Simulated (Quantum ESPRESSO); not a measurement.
# Zn: relaxation of cell and atoms with PBEsol

Crystal: Zn.

```
Zn
1.0
     0.00000    1.96478    1.96478
     1.96478    0.00000    1.96478
     1.96478    1.96478    0.00000
Zn
1
Direct
  0.00000 0.00000 0.00000
```

This isn't the form of Zn at room conditions, which is hcp.

```
Program             : Quantum ESPRESSO 7.5
Task                : relaxation of cell and atoms
Functional          : PBEsol
Potentials or basis : GBRV 1.5 PBEsol
Cutoff              : 871 eV
Density cutoff      : 7007 eV
k mesh              : 12 × 12 × 12
Occupations         : fermi-dirac, width 0.05 eV
Spin                : no spin polarisation
Target pressure     : 20 GPa
Mixing beta         : 0.5
Most SCF iterations : 120
SCF threshold       : 2e-10 Ry
Most ionic steps    : 40
Forc conv thr       : 0.0004 Ry/bohr
Etot conv thr       : 1e-05 Ry
Ion dynamics        : bfgs
Cell dynamics       : bfgs
Press conv thr      : 0.3 kbar
```

The relaxed volume is 12.10 Å³/atom. The relaxed cell is a = 2.577 Å, b = 2.577 Å, c = 2.577 Å, α = 60.00°, β = 60.00°, γ = 60.00°. The space group after relaxing (to 0.05 Å) is Fm-3m (No. 225), the energy change on relaxing (the enthalpy is what falls) is +84.1 meV/atom and the ionic steps are 6. The pressure after relaxing is 20.4 GPa. The band gap on the k mesh is none (metal or under the smearing width).

The path:
```
step  energy change (eV)  largest force (eV/Å)  pressure (GPa)  volume (Å³)
   1              0.0000                0.0000           -5.25        15.17
   2             -0.0069                0.0000            5.61        13.30
   3              0.1894                0.0000           31.85        11.44
   4              0.0706                0.0000           18.29        12.21
   5              0.0828                0.0000           19.84        12.11
   6              0.0841                0.0000           20.00        12.10
```

Final structure:
```yaml
crystal:
  lattice:
    - [0.00000, 1.82206, 1.82206]
    - [1.82206, 0.00000, 1.82206]
    - [1.82206, 1.82206, 0.00000]
  atoms:
    - { symbol: Zn, position: [0.00000, 0.00000, 0.00000] }
```

Levels at points of the mesh, in eV from the Fermi level:
```
             k point  band 7  band 8  band 9  band 10  band 11  band 12  band 13  band 14
  (0.00, 0.00, 0.00)   -8.43   -8.43   -7.84    -7.84    19.98    21.32    21.32    21.32
 (0.00, 0.00, -0.50)   -8.44   -7.42   -7.42    -4.13    -1.07    17.86    17.86    18.46
(0.00, -0.50, -0.50)   -7.44   -7.31   -7.31    -1.81     2.50     9.39     9.39    13.44
```

Run time: 40 s on 2 MPI ranks on Arm Neoverse V2 (shared host), peak memory 0.16 GiB a rank.

Caveat: the volume moved by over 15 % at a fixed basis, so the end points are rough.
